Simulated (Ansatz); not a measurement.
S started on a Si site in diamond Si, 64 atoms, charge +3

All numbers come from Ansatz (PAW, plane waves, no spin–orbit coupling) at the single k point (¼, ¼, ¼) without its symmetry partners. The atoms were relaxed with PBEsol in a fixed cell; other functionals are single points on those atoms unless said otherwise. The valence top and gap of the host come from its small cell on a dense mesh, with the band extrema sought between the mesh points, lined up by the mean potential, PBEsol gap 0.46 eV, r²SCAN gap 0.76 eV. The charge correction uses an assumed dielectric constant of 11.7.

Cell: a = 10.866 Å, b = 10.866 Å, c = 10.866 Å, α = 90.00°, β = 90.00°, γ = 90.00°.

Nearest atoms after relaxation, from the placed atom (for vacancies from the middle of the vacant sites): Si at 2.40 Å, Si at 2.41 Å, Si at 2.42 Å, Si at 2.42 Å.

Chemical potentials μ are those of reference phases of the elements at zero temperature by the same functional (the usual solids, diamond for C, grey Sn, and the molecules H2, N2, O2, F2, Cl2, Br2 and S8).

```
functional  E(defect) − E(host) − Σ nμ + q·E_VBM (eV)  monopole (eV)  alignment (eV)  formation energy at E_F = VBM (eV)  moment (μB)              wall time, shared host
    PBEsol                                       0.46           1.45           -0.21                                1.70          0.7  6.5 s on NVIDIA GB300 (relaxation)
```

(1) Estimate the formation energy and moment that r²SCAN gives on these atoms.

(2) How does the monopole term follow by hand for this cubic cell?

r²SCAN one-electron levels near the gap (the ten most localised at most), from the host's valence top, not corrected for the charge's images:

| level (eV) | spin | filling | atoms sharing it | element of the atom with most weight |
| --- | --- | --- | --- | --- |
| -0.30 | up | 0.99 | 61.1 | spread |
| -0.30 | up | 0.99 | 61.3 | spread |
| -0.29 | down | 0.98 | 60.9 | spread |
| -0.22 | down | 0.03 | 60.8 | spread |
| 0.71 | up | 0.00 | 21.5 | spread |
| 0.71 | down | 0.00 | 21.5 | spread |

The charge sits partly or wholly in a band of the host, at the cell's one k point and not at the band edge, so the formation energy is too high and the charge correction doesn't apply as it stands.

One k point and a cell of this size can leave errors of several tenths of an eV in such numbers.

Answers

(1) 1.64 eV at E_F = VBM (0.38 eV before the monopole term 1.45 eV and the alignment -0.19 eV), moment 1.0 μB.

(2) q²·α·e²/(4πε₀)/(2εL) with the Madelung constant α = 2.837 and e²/4πε₀ = 14.40 eV·Å: 9 × 2.837 × 14.40 / (2 × 11.7 × 10.866) = 1.45 eV.
